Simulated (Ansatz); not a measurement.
Phonons of AlAs (F-43m)

```
CELL_PARAMETERS angstrom
0.00000 2.83733 2.83733
2.83733 0.00000 2.83733
2.83733 2.83733 0.00000
ATOMIC_POSITIONS crystal
Al 0.00000 0.00000 0.00000
As 0.75000 0.75000 0.75000
```

Level of theory, where no other is named: PBEsol, all-electron LAPW in Ansatz 0.2.0, scalar-relativistic. k mesh 6×6×6, fixed occupations, basis error target 1 meV/atom. The cell was relaxed by PAW under this functional.

Atoms are displaced by 0.01 Å in the smallest supercells that hold the wave vectors of a 2×2×2 mesh. Negative values stand for unstable modes. The zone centre has no LO-TO term.

What are the phonon energies at the solved wave vectors, in meV?

| q | point | modes (meV) |
| --- | --- | --- |
| 0.000 0.000 0.000 | Gamma | 43.77 (×3) |
| 0.500 0.000 0.000 | L | 8.59 (×2), 25.56, 42.42 (×2), 44.84 |
| 0.500 0.500 0.000 | X | 11.53 (×2), 25.94, 40.34 (×2), 47.50 |

Is the structure dynamically stable at these wave vectors?

Yes, no mode is unstable there; wave vectors off this mesh aren't tested.

How do the optical zone-centre modes decompose, and which are active?

Point group -43m: Γ_opt = T2.

```json
{"label": "T2", "meV": "43.77", "activity": "IR and Raman", "mostly": "Al (74 %)"}
```

How well do frozen-core PAW files reproduce these all-electron values?

With a cutoff of 420 eV and displacements of 0.0025 Å, the r.m.s. difference over the modes is 0.2 cm⁻¹; the largest difference is 383.7 (PAW) against 383.1 cm⁻¹ (LAPW).

The cell is scaled evenly to 44.998 and 46.369 Å³ (from 45.683), with free atoms relaxed and the shape held. What are the mode Grüneisen parameters γ = −d ln ω/d ln V?

For the highest mode, 388.6 cm⁻¹ in the small cell and 377.7 in the large one give γ ≈ 0.95. From the change of the dynamical matrix on each mode:

| point | cm⁻¹ | γ |
| --- | --- | --- |
| Gamma | 353.0 | 1.15 |
| L | 69.2 | -1.70 |
| L | 206.2 | 0.83 |
| L | 342.1 | 1.38 |
| L | 361.7 | 1.15 |
| X | 93.0 | -1.80 |
| X | 209.2 | 1.10 |
| X | 325.4 | 1.67 |
| X | 383.1 | 0.95 |

Weighted by the modes' heat capacities at 300 K, the mean on this mesh is 0.19; it moves with the q mesh, and a coarse one overweights the zone boundary. Rows under −0.05 (2 here) are modes that soften under compression and pull towards negative thermal expansion.

Linear response on PAW files adds the field. What are the dielectric tensor, the Born charges and the LO shift?

ε∞ = (9.52, 9.52, 9.52) along x, y, z with local fields. Born charges (xx, yy, zz): Al1 (2.16, 2.16, 2.16); As2 (-2.16, -2.16, -2.16). The highest zone-centre mode lies at 353.2 cm⁻¹ without the macroscopic field and at 388.9 cm⁻¹ with it, for q along x. Lyddane-Sachs-Teller then gives ε₀ = ε∞ (ω_LO/ω_TO)² = 11.54. With the ions free to follow the field, the program's ε₀ is (11.54, 11.54, 11.54).

Known limits: the frozen-core PAW files of the compared runs were fitted under PBE, their cores solved anew for this functional; field response not resolved by the mesh; semilocal gaps are low, and ε∞ tends to come out large.
